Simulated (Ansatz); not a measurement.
## How far is this Na2I from the hull?

The calculation used DFT PBE, scalar-relativistic, plane waves, PAW in Ansatz 0.2.0. Settings: cutoff 420 eV, Γ-centred meshes spaced at most about 0.3 Å⁻¹, and about 0.25 Å⁻¹ or finer for metals (2π included), Gaussian smearing. No spin polarisation.

Formation energies are uncorrected and refer to the elements' standard structures at the same level.

All energies are static (0 K, no zero-point motion). Spin–orbit coupling, which can matter for I, is left out. In Na2I P6/mmm an odd number of electrons in the primitive cell allows no gap without spin; a larger cell or a magnetic state could open one. The reference form of I is held partly by dispersion forces, which this level lacks.

The competitors are the elements and 1 reference phase of this chemical system (from databases or known types: NaI), relaxed at the same level; other known phases may be missing.

The candidate was reached from: random cell.

```
Na I
1.0
     5.66199    0.00000    0.00000
    -2.83099    4.90342    0.00000
     0.00000    0.00000    3.93476
Na I
2 1
Direct
  0.33333 0.66667 0.00000
  0.66667 0.33333 0.00000
  0.00000 0.00000 0.50000
```

**Question.** Where does it stand against these competitors?

**Answer.** Not stable. Its formation energy is -0.438 eV/atom. The lowest competing mixture at this composition is this:

```json
{"phase": "Na", "space group": "-", "source": "element", "share of atoms": "0.3333", "ΔE_f (eV/atom)": "-0.0014"}
{"phase": "NaI", "space group": "Fm-3m (No. 225)", "source": "COD", "share of atoms": "0.6667", "ΔE_f (eV/atom)": "-1.280"}
```

The lowest database cell of Na (-0.0014) lies slightly below the reference, hence the non-zero entry.

The mixture lies at -0.854 eV/atom, and the candidate lies 0.42 eV/atom above it. The candidate matches no cell in the subsets of the Crystallography Open Database and the Materials Project at hand. A phase this far over the hull is unlikely to be made.
